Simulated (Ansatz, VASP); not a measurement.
**In2O in VASP and in Ansatz**

```
CELL_PARAMETERS angstrom
4.29971 0.00000 0.00000
0.00000 4.29971 0.00000
0.00000 0.00000 3.28877
ATOMIC_POSITIONS crystal
In 0.00000 0.50000 0.00000
In 0.50000 0.00000 0.00000
O 0.50000 0.50000 0.50000
```

Change from the starting cell: ordered vacancies on the anion sites of caesium chloride (P4/mmm, No. 123).

Alike in both runs: functional PBE; k mesh 12 × 12 × 14; occupations gaussian, width 0.1 eV; no spin polarisation.

Ansatz relaxed the structure, and its values are those at the end. VASP's run is a single point on that final structure, the one shown.

|  | VASP | Ansatz |
| --- | --- | --- |
| version | VASP 6.6.1 | Ansatz 0.2.0 |
| potentials or method | VASP PAW PBE potentials, release 64 (In_d, O) | scalar-relativistic, plane waves, PAW |
| plane-wave cutoff (eV) | 520 | 420 |
| valence electrons in the cell | 32 | 32 |

```csv
,VASP,Ansatz,Ansatz less VASP
gap on the k mesh at the Fermi level (eV),none,none,-
pressure (GPa),0.0,0.0,+0.03
```

A gap of «none» marks a metal or a gap that the smearing closes.
